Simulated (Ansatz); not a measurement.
# Bi (Im-3m) in Ansatz: relaxation of cell and atoms with RPBE

Aim: the relaxation of cell and atoms of Bi with RPBE.

Program: Ansatz 0.2.0. These are calculated values, not measurements. Logs are shortened: lines on timing, memory, paths and dates and some standing lists are left out, and cuts for length are marked.

## Step 1: Starting point

Symmetry: Im-3m, No. 229, cubic system. The conventional cell has a = 3.963 Å, b = 3.963 Å, c = 3.963 Å, α = 90.00°, β = 90.00°, γ = 90.00°. Around Bi (site symmetry m-3m) lie 8 Bi at 3.43 Å.

This isn't the form of Bi at room conditions, which is rhombohedral.

## Step 2: Relaxation of cell and atoms, RPBE

input.yaml

```yaml
crystal:
  lattice:
    - [-1.9814305318, 1.9814305318, 1.9814305318]
    - [1.9814305318, -1.9814305318, 1.9814305318]
    - [1.9814305318, 1.9814305318, -1.9814305318]
  atoms:
    - { symbol: Bi, position: [0.0, 0.0, 0.0] }
hamiltonian:
  xc: rpbe
  pseudopotentials: { kind: paw }
kpoints:
  mp_grid: { grid: [9, 9, 9] }
scf:
  occupations: { method: fermi_dirac, width: 0.05 }
output:
  forces: true
  stress: true
  eigenvalues: true
relax:
  f_tol: 0.01
  max_steps: 40
  cell: { stress_tol: 0.05 }
```

Potentials or basis: Ansatz PAW.

On the command line:

```sh
ansatz run input.yaml --threads 2 --pin off --max-ram 5632MiB --backend cpu --events-out ev --progress --plain --runs-dir out
```

The program printed:

```text
Warning: RAYON_NUM_THREADS=2 ignored (pool sized by the plan → 2); use --threads N
Engine: ansatz 0.2.0, x86_64-unknown-linux-gnu
Pseudopotentials: kind: paw
Pseudopotential: Bi, paw, valence charge 15, recommended cutoff 420 eV (normal), Bi.paw.azcp
Functional definition: RPBE
  parameter kappa = 0.804
  parameter beta = 0.06672455060314922
  exchange = rpbe_x(kappa = kappa, mu = beta*pi^2/3)
  correlation = pbe_c(beta = beta)
Crystal: 1 atoms, lattice volume = 31.117 Å³
Basis set: ecut = 420 eV, 603 PW (Γ), exchange–correlation on 48×48×48 points (8 copies of the dense FFT grid, shifted against one another)
Bands: 12, of which v1, the nominal top of the filled ones, is band 8 counted from 1 (7 counted from 0)
Symmetry: 48 space group operations
Space group: Im-3m (ITA 229), of the structure as read, at distance tolerance 3.1e-5 Å
k-points: 35 of 729
Non-local potential: Bi, projectors of the file, l = 0: 2, l = 1: 2, l = 2: 2, l = 3: 2
PAW form: soft (Blöchl's): semilocal exchange-correlation on the pseudo side does not see the compensation charge
PAW frozen core: Bi, regenerated for the run's functional, and the local potential with it (the file was generated under x = pbe(κ = 0.804, μ = 0.2195149727645171), c = pbe(β = 0.06672455060314922))
PAW one-centre angular grid: Bi, 590 points (default); XC on 64 Gauss nodes
Initial density: superposition of atomic densities (neutral atoms: chi_scale 0, normalization atom), corrected by the library's trained network
Initial wavefunctions: pseudopotential atomic-orbital guess
Functional: x = rpbe, c = pbe(β = 0.06672455060314922)
SCF iter   1: F=—  HF=-12411.973180 eV  |F-HF|=—  |Δ(HF+E_count)|=         —  Δρ=2.04e-3  dr2=9.38e-4  ethr=1.77e-3  ⟨swp⟩=5.8  Hψ=2465  notcnv=0
preconditioner: auto → Kerker (q_TF=auto, 2.416 Å⁻¹)  [metal: Δε(μ)=0.207 eV  Ē_g=24.201 eV  σ=0.050 eV  W_gap=0.49  n_scr=12 (ndim 8)  ℏωp=25.8 eV  f_vac=0.000  D(μ)=0.54/eV (n_scr^D=0)]
SCF iter   2: F=—  HF=-12411.972391 eV  |F-HF|=—  |Δ(HF+E_count)|=   7.89e-4  Δρ=6.80e-4  dr2=1.01e-4  ethr=6.25e-6  ⟨swp⟩=2.1  Hψ=989  notcnv=0  defer=3
SCF iter   3: F=—  HF=-12411.972404 eV  |F-HF|=—  |Δ(HF+E_count)|=   1.31e-5  Δρ=2.58e-4  dr2=1.50e-5  ethr=6.75e-7  ⟨swp⟩=2.1  Hψ=670  notcnv=0  defer=3
SCF iter   4: F=—  HF=-12411.972437 eV  |F-HF|=—  |Δ(HF+E_count)|=   3.25e-5  Δρ=6.20e-5  dr2=6.12e-7  ethr=1.00e-7  ⟨swp⟩=2.0  Hψ=669  notcnv=0  defer=3
iter 5 did not close the SCF: its close was put off for the readings that it lacked (scf_convergence_deferred on its scf_iter line)
SCF iter   5: F=-12411.972437 eV  HF=-12411.972437 eV  |F-HF|=6.06e-10  |Δ(HF+E_count)|=   1.66e-7  Δρ=5.72e-6  dr2=1.00e-8  ethr=4.08e-9  ⟨swp⟩=2.0  Hψ=644  notcnv=0  defer=3
SCF iter   6: F=-12411.972437 eV  HF=-12411.972437 eV  |F-HF|=1.70e-9  |Δ(HF+E_count)|=   3.60e-9  Δρ=3.47e-6  dr2=2.44e-9  ethr=6.67e-11  ⟨swp⟩=3.7  Hψ=1649  notcnv=0
SCF 1 converged in 6 iterations: F = -12411.972437 eV  dr2 = 2.44e-9
relax step   1: F+E_penalty+E_count = -12411.97243663 eV  Δ(F+E_penalty+E_count) = +0.000e0 eV  max|allowed force component| = 0.000e0 eV/Å  Δτ_max = 0.0000 Å  P = +2.289 GPa  Ω = 31.117 Å³  (6 SCF iters, dr2 threshold 1.00e-7 eV, accepted)
Crystal: 1 atoms, lattice volume = 32.753 Å³
[... 22 lines left out ...]
preconditioner: auto → none  [insulator: Δε(μ)=0.310 eV  Ē_g=23.974 eV  σ=0.050 eV  W_gap=0.59  n_scr=12 (ndim 8)  ℏωp=25.2 eV  f_vac=0.000  D(μ)=0.61/eV (n_scr^D=0)  ε∞_Penn≈2.1]
SCF iter   2: F=—  HF=-12411.981736 eV  |F-HF|=—  |Δ(HF+E_count)|=   1.39e-4  Δρ=1.17e-4  dr2=1.27e-7  ethr=3.60e-9  ⟨swp⟩=2.0  Hψ=482  notcnv=0
SCF iter   3: F=—  HF=-12411.981780 eV  |F-HF|=—  |Δ(HF+E_count)|=   4.35e-5  Δρ=5.02e-6  dr2=1.33e-9  ethr=8.45e-10  ⟨swp⟩=1.9  Hψ=480  notcnv=0
SCF iter   4: F=—  HF=-12411.981780 eV  |F-HF|=—  |Δ(HF+E_count)|=   6.66e-8  Δρ=4.26e-7  dr2=1.34e-11  ethr=8.89e-12  ⟨swp⟩=2.0  Hψ=683  notcnv=0
SCF iter   5: F=-12411.981780 eV  HF=-12411.981780 eV  |F-HF|=5.46e-12  |Δ(HF+E_count)|=  2.26e-10  Δρ=6.89e-8  dr2=5.02e-13  ethr=1.00e-12  ⟨swp⟩=7.0  Hψ=2055  notcnv=0
SCF 4 converged in 5 iterations: F = -12411.981780 eV  dr2 = 5.02e-13
relax step   4: F+E_penalty+E_count = -12411.98177962 eV  Δ(F+E_penalty+E_count) = -2.771e-4 eV  max|allowed force component| = 0.000e0 eV/Å  Δτ_max = 0.0000 Å  P = -0.041 GPa  Ω = 32.511 Å³  stress off target by 4.10e-2 GPa  SCF on the basis re-selected at this cell (its energy is not comparable with the rows above)  (5 SCF iters)
basis re-selected at this cell: Δ(F+E_penalty+E_count) = -2.771e-4 eV, ΔP = -0.007 GPa vs the last step (what re-selecting the basis moved, of the pressure what is left beyond the Pulay correction that the steps carried, after the strain that the cell walked since its last selection, with what the two solves' SCF thresholds leave and, on support functions, any second-order correction that the steps lacked; it is no measure of the basis error at this ecutwfc). This SCF's stress stands 4.10e-2 GPa from its target on what of the cell is left free (relax.cell.stress_tol is 5.00e-2 GPa) and its largest allowed force component is 0.00e0 eV/Å (relax.f_tol is 1.00e-2 eV/Å): within both
SCF converged after 5 iterations
Free energy (F): -12411.981780 eV
Harris-Foulkes:  -12411.981780 eV  (|F-HF|=5.46e-12)
Internal energy: -12411.977116 eV  (E = F + TS)
E sigma→0 (E₀):  -12411.979448 eV
Entropy (-TS):   -0.004664 eV (-4.664 meV/atom)
Fermi energy:    11.134476 eV
--- Per-component energies (eV) ---
  E_band       = -90.835596
  E_kinetic    = 301.158932
  E_local      = -1431.669875  (includes V_loc(G=0)·N_el)
  E_nonlocal   = 559.813941
  E_hartree    = 454.611380
  E_xc         = -151.247907
  E_vxc        = -143.732827  (∫ρ·V_xc dr)
  E_paw        = -10678.603263  (= ΣΔE_a)
  E_vpaw       = -285.628100  (= ΣTr[D̂ρ^β])
  E_aug_tail   = -0.000414  (compensation charges beyond the density's cutoff)
  E_ewald      = -1466.097802
  E_core_change = 0.057892  (= ΣΔE_core)
  E_smearing   = -0.004664  (= −TS)
  E_closure    = 0.000000  (closes the sum)
  Σ components = -12411.981780   (vs F -12411.981780, Δ=0.00e0)
--- Forces (eV/Å), atoms counted from 1 ---
  atom   1  Bi    -0.00000000     0.00000000    -0.00000000
  max |Σ_I F_I| component: 2.63e-31 eV/Å
--- Stress (GPa, compression-positive) ---
       -0.040961       0.000000      -0.000000
       -0.000000      -0.040961       0.000000
       -0.000000       0.000000      -0.040961
  P = ⅓ Tr σ = -0.0410 GPa (-0.410 kbar)
--- Band table (eV; the first three rows and the last of 35) ---
  k-point 0: bands = ["-11.9126", "-11.9126", "-11.9126", "-11.8031", "-11.8031", "-2.0445", "15.9999", "15.9999", "15.9999", "19.7484", "21.5903", "21.5903"]
  k-point 1: bands = ["-11.9165", "-11.9056", "-11.8917", "-11.8076", "-11.8039", "-1.8319", "14.0678", "15.4022", "15.8218", "19.8043", "20.6053", "21.3161"]
  k-point 2: bands = ["-11.9263", "-11.8915", "-11.8384", "-11.8161", "-11.8060", "-1.2127", "11.0952", "14.2612", "15.3612", "18.3715", "19.6162", "21.4265"]
  k-point 34: bands = ["-11.9168", "-11.9131", "-11.7535", "-11.7535", "-11.7522", "2.5275", "9.2823", "9.5887", "9.5887", "14.8057", "15.3930", "26.0206"]
--- Relaxed structure (3 steps of the walk, 3 accepted, 1 SCFs on fresh bases) ---
  F+E_penalty+E_count = -12411.98177962 eV   max|allowed force component| = 0.000e0 eV/Å   (the final SCF, on the basis selected at the relaxed cell)
  cell:  # Å, volume = 32.5105 Å³
    - [-2.0105797285672273, 2.0105797285672273, 2.0105797285672273]
    - [2.0105797285672273, -2.0105797285672273, 2.0105797285672273]
    - [2.0105797285672273, 2.0105797285672273, -2.0105797285672273]
  atoms:
    - { symbol: Bi, position: [0.0, 0.0, 0.0] }
```

Run time: 2.7 s. Hardware: 2 threads of Intel Xeon at 2.70GHz, shared host; peak memory 0.33 GiB.

Results:

```
Free energy                            : -12411.9818 eV
Relaxed volume                         : 32.51 Å³/atom
Relaxed cell                           : a = 3.482 Å, b = 3.482 Å, c = 3.482 Å, α = 109.47°, β = 109.47°, γ = 109.47°
Space group after relaxing (to 0.05 Å) : Im-3m (No. 229)
Energy gained by relaxing              : 9.3 meV/atom
Ionic steps                            : 4
Pressure after relaxing                : 0.0 GPa
Band gap on the k mesh                 : none (metal or under the smearing width)
```

Step by step:
```tsv
step	energy change (eV)	largest force (eV/Å)	volume (Å³)
1	0.0000	0.0000	31.12
2	-0.0087	0.0000	32.75
3	-0.0091	0.0000	32.51
4	-0.0093	0.0000	32.51
```

Final structure:
```cif
data_structure
_symmetry_space_group_name_H-M 'P 1'
_symmetry_Int_Tables_number 1
_cell_length_a 3.4824
_cell_length_b 3.4824
_cell_length_c 3.4824
_cell_angle_alpha 109.471
_cell_angle_beta 109.471
_cell_angle_gamma 109.471
_cell_volume 32.51
loop_
_atom_site_label
_atom_site_type_symbol
_atom_site_fract_x
_atom_site_fract_y
_atom_site_fract_z
_atom_site_occupancy
Bi1 Bi 0.00000 0.00000 0.00000 1
```

Levels at points of the mesh, in eV from the Fermi level:
```csv
k point,band 3,band 4,band 5,band 6,band 7,band 8,band 9,band 10,band 11,band 12
"(0.00, 0.00, 0.00)",-23.05,-22.94,-22.94,-13.18,4.87,4.87,4.87,8.61,10.46,10.46
```

Caveat: the plane-wave basis is chosen anew once the cell has moved, so the energies of steps on either side of that aren't comparable; spin-orbit coupling is left out, which moves the levels of the heavy elements; the PAW data sets come from PBE, with cores solved anew for the run's functional, which leaves a small shift of forces and pressure.
